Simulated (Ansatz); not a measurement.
## Ru: zone-centre modes under pressure

Ru, P6_3/mmc, a = 2.692 Å, c = 4.252 Å. Ansatz: PBEsol, PAW, 420 eV, Γ-centred 18×18×10 mesh on 2 atoms, Fermi-Dirac smearing 0.15 eV; no spin polarisation. Cell and atoms are relaxed at each pressure with the symmetry kept; optical modes at Γ by linear response, in cm⁻¹, matched by rank (the highest 2 distinct ones).

```
P (GPa) V (Å³/atom)     ω1     ω2
      0       13.339  199.6  261.7
      3       13.225      ?      ?
      8       13.047  206.2  277.9
     15       12.819  211.6  290.9
```

**Question.** Get each mode's Grüneisen parameter γ = −d ln ω/d ln V from the other rows and predict the missing frequencies.

**Answer.** ln(V/V0) = 0.0000, -0.0086, -0.0221, -0.0398; a line through ln(ω/ω0) of the 3 known rows gives ω1: γ = 1.467, predicted 202.1, computed 202.2; ω2: γ = 2.660 (intercept 0.0004), predicted 267.9, computed 267.9. The worst miss is 0.0 %, or 2 % of the shift under pressure, so a constant γ serves at that level. In a metal these frequencies hang on the mesh and smearing.

Cost: 4 runs of about 1.7 core-minutes in all, on AMD EPYC 9R45 (Zen 5) (shared hosts).